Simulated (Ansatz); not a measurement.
The system is MoSe2.

```
CELL_PARAMETERS angstrom
3.28800 0.00000 0.00000
-1.64400 2.84749 0.00000
0.00000 0.00000 12.90000
ATOMIC_POSITIONS crystal
Mo 0.66667 0.33333 0.75000
Mo 0.33333 0.66667 0.25000
Se 0.66667 0.33333 0.37500
Se 0.33333 0.66667 0.87500
Se 0.66667 0.33333 0.12500
Se 0.33333 0.66667 0.62500
```

- Program: Ansatz 0.2.0
- Task: relaxation of cell and atoms
- Functional: PBE
- Dispersion: D4
- Potentials or basis: Ansatz PAW
- Cutoff: 420 eV (not typed: the program's choice for these potentials)
- k mesh: 9 × 9 × 2
- Occupations: fermi-dirac, width 0.05 eV
- Spin: no spin polarisation

At the start: volume 20.13 Å³/atom.

Task: Where does the relaxation end?

Result: It ends after 4 steps and the volume is 19.87 Å³/atom (-1.3 %); space group P6_3/mmc (No. 194, to 0.05 Å).

Step by step:
```tsv
step	energy change (eV)	largest force (eV/Å)	volume (Å³)
1	0.0000	1.0971	120.78
2	-0.1284	0.1098	120.18
3	-0.1307	0.0056	119.22
4	-0.1305	0.0056	119.22
```

Final structure:
```cif
data_structure
_symmetry_space_group_name_H-M 'P 1'
_symmetry_Int_Tables_number 1
_cell_length_a 3.2813
_cell_length_b 3.2813
_cell_length_c 12.7853
_cell_angle_alpha 90.000
_cell_angle_beta 90.000
_cell_angle_gamma 120.000
_cell_volume 119.22
loop_
_atom_site_label
_atom_site_type_symbol
_atom_site_fract_x
_atom_site_fract_y
_atom_site_fract_z
_atom_site_occupancy
Mo1 Mo 0.66667 0.33333 0.75000 1
Mo2 Mo 0.33333 0.66667 0.25000 1
Se1 Se 0.66667 0.33333 0.38089 1
Se2 Se 0.33333 0.66667 0.88089 1
Se3 Se 0.66667 0.33333 0.11911 1
Se4 Se 0.33333 0.66667 0.61911 1
```

Caveat: the plane-wave basis is chosen anew once the cell has moved, so the energies of steps on either side of that aren't comparable.
